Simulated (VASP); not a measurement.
Write the native input for VASP 6.6.1 that does the following.

```
Task                   : core levels
Functional             : PBEsol
Potentials or basis    : VASP PAW PBE potentials, release 64 (Ti_sv, O)
Cutoff                 : 520 eV
k mesh                 : 7 × 5 × 3
Occupations            : gaussian, width 0.02 eV
Spin                   : no spin polarisation
Further INCAR settings : ALGO = Fast; EDIFF = 1e-06
```

The structure of TiO2 lies in POSCAR:

```
TiO2
1.0
    2.9682645463      0.0000000000      0.0000000000
    0.0002080834      4.7076067549      0.0000000000
    1.4835696211      0.2423534620      7.0834647979
Ti O
3 6
Direct
    0.0033718700      0.0003888100      0.0007031900
    0.3446402100      0.4802596500      0.3169598700
    0.6617081400      0.5204743600      0.6844963600
    0.4400381600      0.1854376900      0.1285388000
    0.7779263400      0.2977287500      0.4518780700
    0.1012362400      0.3089534200      0.8062432200
    0.9064972100      0.6918369900      0.1951715700
    0.2294071500      0.7030072800      0.5495147300
    0.5680256700      0.8153000600      0.8728271800
```

The cell comes from a database or a generator and needn't be the stable form of this composition.

One way to write it, as run:

INCAR

```
PREC = Accurate ; ENCUT = 520
EDIFF = 1E-6 ; ISMEAR = 0
SIGMA = 0.02 ; LREAL = False
LASPH = True ; NELM = 80
ALGO = Fast ; ISIF = 2
LWAVE = False ; LCHARG = False
GGA = PS ; ICORELEVEL = 1
```

KPOINTS

```
regular mesh
0
Gamma
  7 5 3
```

Potentials or basis: VASP PAW PBE potentials, release 64 (Ti_sv, O).

Launch:

```console
$ cat potpaw_PBE.64/Ti_sv/POTCAR potpaw_PBE.64/O/POTCAR > POTCAR
$ mpirun -np 1 vasp_std > vasp.out
```

Results of the run:

```json
{"Pressure": "-2.2 GPa", "Largest force": "0.141 eV/Å", "Band gap on the k mesh": "2.27 eV, indirect (least direct gap 2.30 eV)"}
```

Caveat: the PAW data sets were made with another functional, which shifts forces and pressure a little; an odd mesh through Γ misses points on the zone boundary, where band edges often lie.

Wall time 9 min on 1 thread of Intel(R) Xeon(R) Platinum 8259CL CPU @ 2.50GHz (Skylake/Cascade Lake) (shared host), peak memory 0.31 GiB.
